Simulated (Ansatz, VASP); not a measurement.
**Two plane-wave programs on Cd**

File INCAR:

```
SYSTEM = Cd
ALGO = Normal ; EDIFF = 1E-7
ENCUT = 520 ; GGA = PE
ISIF = 2 ; ISMEAR = -1
LASPH = .TRUE. ; LCHARG = .FALSE.
LREAL = .FALSE. ; LWAVE = .FALSE.
NBANDS = 12 ; NELM = 60
PREC = Accurate ; SIGMA = 0.05
```

The input KPOINTS:

```
k-points
0
G
  10 10 10
  0 0 0
```

The input POSCAR:

```
Cd
1.0
   -1.8021652200      1.7843220000      1.7843220000
    1.8021652200     -1.7843220000      1.7843220000
    1.8021652200      1.7843220000     -1.7843220000
Cd
1
Direct
    0.0000000000      0.0000000000      0.0000000000
```

The input input.yaml:

```yaml
crystal:
  lattice:
    - [-1.80216522, 1.784322, 1.784322]
    - [1.80216522, -1.784322, 1.784322]
    - [1.80216522, 1.784322, -1.784322]
  atoms:
    - { symbol: Cd, position: [0.0, 0.0, 0.0] }
hamiltonian:
  xc: pbe
  pseudopotentials: { kind: paw }
kpoints:
  mp_grid: { grid: [10, 10, 10] }
scf:
  occupations: { method: fermi_dirac, width: 0.05 }
output:
  forces: true
  stress: true
  eigenvalues: true
```

Change from the starting cell: strain = 0.01.

Alike in both runs: task single point; functional PBE; k mesh 10 × 10 × 10; occupations fermi-dirac, width 0.05 eV; no spin polarisation.

```csv
,VASP,Ansatz
version,VASP 6.6.1,Ansatz 0.2.0
potentials or method,"VASP PAW PBE potentials, release 64 (Cd)",Ansatz PAW
plane-wave cutoff (eV),520,420
valence electrons in the cell,12,20
```

Ansatz gave:

| Quantity | Value |
| --- | --- |
| gap on the k mesh at the Fermi level (eV) | none |
| pressure (GPa) | 0.8 |
| largest component of the traceless stress (GPa) | 0.73 |

**Question.** Which values does VASP return?

**Answer.** gap on the k mesh at the Fermi level (eV): none; pressure (GPa): 1.0; largest component of the traceless stress (GPa): 0.74.

A gap of «none» marks a metal or a gap that the smearing closes. With one functional, cell and mesh, what is left measures potentials, basis and numerics. The two sets of potentials don't hold the same shells in valence.
